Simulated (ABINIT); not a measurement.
TePb in ABINIT: the effect of functional

The system is TePb.

```
CELL_PARAMETERS angstrom
0.00000 3.23100 3.23100
3.23100 0.00000 3.23100
3.23100 3.23100 0.00000
ATOMIC_POSITIONS crystal
Pb 0.00000 0.00000 0.00000
Te 0.50000 0.50000 0.50000
```

Alike in all runs:

| Item | Value |
| --- | --- |
| Program | ABINIT 10.8.3 (patched build) |
| Task | single point |
| Potentials or basis | JTH PAW PBE v2.0 |
| Cutoff | 707 eV |
| k mesh | 7 × 7 × 7 |
| Occupations | fermi-dirac, width 0.05 eV |
| Spin | no spin polarisation |

| functional | pressure (GPa) |
| --- | --- |
| PBE | 1.9 |
| LDA | -1.8 |
| PBEsol | -0.6 |
| RPBE | 3.4 |
| BLYP | ? |
| AM05 | -0.2 |
| r2SCAN | 1.4 |
| SCAN | 0.3 |
| revPBE | 3.0 |
| PW91 | 1.8 |
| WC | -0.6 |

**Question.** What does the run with functional BLYP give?

**Answer.** Pressure 5.2 GPa.

Caveats: the PAW data sets were made with another functional, which shifts forces and pressure a little (some runs).
